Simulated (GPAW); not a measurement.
Crystal: AlNi.

```
Ni Al
1.0
     2.88100    0.00000    0.00000
     0.00000    2.88100    0.00000
     0.00000    0.00000    2.88100
Ni Al
1 1
Direct
  0.50000 0.50000 0.50000
  0.00000 0.00000 0.00000
```

Base run:

- Program: GPAW 26.7.0
- Functional: PBEsol
- Potentials or basis: PAW data sets generated in the run's folder for this functional
- Cutoff: 600 eV
- Basis: pw
- k mesh: 9 × 9 × 9
- Occupations: fermi-dirac, width 0.05 eV
- Spin: collinear spin, ferromagnetic start
- Starting moments: [1.0, 0.0] μB
- Hubbard terms: Ni d U = 1 eV

Its results: pressure -3.0 GPa; net moment 0.00 μB per cell.

**Question.** The run is repeated on the same cell with these changes: hubbard terms from Ni d U = 1 eV to Ni d U = 6 eV. What comes out?

**Answer.** Pressure -6.4 GPa; net moment 0.00 μB per cell.

Caveats: the stock nickel data set gives pressures a few GPa off other programs; the U is typed as a test and isn't derived for this compound.
